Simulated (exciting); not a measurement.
Runs of exciting (release sodium) on MgS (Niningerite). The structure is cubic, space group Fm-3m (No. 225). The conventional cell has a = 5.203 Å, b = 5.203 Å, c = 5.203 Å, α = 90.00°, β = 90.00°, γ = 90.00°. S (site symmetry m-3m) is surrounded by 6 Mg at 2.60 Å. Mg (site symmetry m-3m) has 6 S at 2.60 Å as nearest neighbours. 

```csv
task,level,potentials or basis,cell,k mesh,smearing,outputlevel,valence relativity,DOS window about the Fermi level (Ha),rgkmax,mesh quality,gap on the mesh (eV)
relaxation of the atoms,PW91,"all-electron LAPW+lo, shipped species files, valence relativity iora*","atoms relaxed from: atoms moved at random, drawn with an rms of 0.02 Å",4 × 4 × 4,methfessel-paxton 0.0272 eV,normal,iora*,-,7.5,coarse,2.78
density of states,PBE,"all-electron LAPW+lo, shipped species files with second energy derivatives, valence relativity iora*","atoms moved at random, drawn with an rms of 0.02 Å",6 × 6 × 6,methfessel-paxton 0.0272 eV,normal,iora*,"[-0.6, 0.5] Ha",6.5,not flagged,2.79
density of states,TPSS+TS,"all-electron LAPW+lo, shipped species files, valence relativity zora",volume scaled by 0.92,6 × 6 × 6,fermi-dirac 0.05 eV,low,zora,"[-0.8, 0.6] Ha",6.5,not flagged,(a)
band structure,LDA,"all-electron LAPW+lo, shipped species files with second energy derivatives, valence relativity iora*",as given,9 × 9 × 9,fermi-dirac 0.05 eV,normal,iora*,-,6.5,not flagged,2.70
```

Alike in all rows: no spin polarisation.

Problem. Estimate the missing entries.

Solution. (a) 3.28.

Caveats: some runs use coarse meshes; this version's total energy under meta-GGAs is doubtful, so none is listed (some runs); the dispersion energy is computed afterwards and isn't part of the total energy (some runs); the mesh misses the band edges, which the band path finds closer together (some runs).
